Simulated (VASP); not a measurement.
AgO: electron localisation function with LDA

The system is AgO.

```
Ag O
1.0
     4.81600    0.00000    0.00000
     0.00000    4.81600    0.00000
     0.00000    0.00000    4.81600
Ag O
4 4
Direct
  0.00000 0.00000 0.00000
  0.00000 0.50000 0.50000
  0.50000 0.00000 0.50000
  0.50000 0.50000 0.00000
  0.25000 0.25000 0.25000
  0.25000 0.75000 0.75000
  0.75000 0.75000 0.25000
  0.75000 0.25000 0.75000
```

| Quantity | Value |
| --- | --- |
| Program | VASP 6.6.1 |
| Task | electron localisation function |
| Functional | LDA |
| Potentials or basis | VASP PAW LDA potentials, release 64 (Ag, O) |
| Cutoff | 520 eV |
| k mesh | 6 × 6 × 6 |
| Occupations | tetrahedron |
| Spin | no spin polarisation |
| Further INCAR settings | ALGO = Normal; EDIFF = 1e-07 |

```
Pressure               : 5.7 GPa
Band gap on the k mesh : none (metal or under the smearing width)
```

Levels at points of the mesh, in eV from the Fermi level:
| k point | band 30 | band 31 | band 32 | band 33 | band 34 | band 35 | band 36 | band 37 | band 38 | band 39 |
| --- | --- | --- | --- | --- | --- | --- | --- | --- | --- | --- |
| (0.00, 0.00, 0.00) | -1.47 | -1.47 | -1.47 | -1.47 | 0.17 | 0.90 | 0.90 | 0.90 | 5.99 | 5.99 |
| (0.50, 0.00, 0.00) | -0.67 | -0.39 | -0.39 | -0.09 | -0.09 | -0.09 | -0.09 | 2.90 | 2.90 | 7.64 |
| (0.50, 0.50, 0.00) | -1.17 | -1.17 | -1.17 | 0.12 | 0.12 | 0.12 | 0.12 | 5.11 | 5.11 | 5.11 |
| (0.50, 0.50, 0.50) | -0.06 | -0.06 | -0.06 | -0.06 | -0.06 | -0.06 | -0.06 | 5.37 | 5.37 | 5.37 |

Run time: 82 s on 1 thread of AMD EPYC 9R45 (Zen 5) (shared host), peak memory 0.17 GiB.

Caveat: tetrahedron occupations give inexact forces and stress in metals.
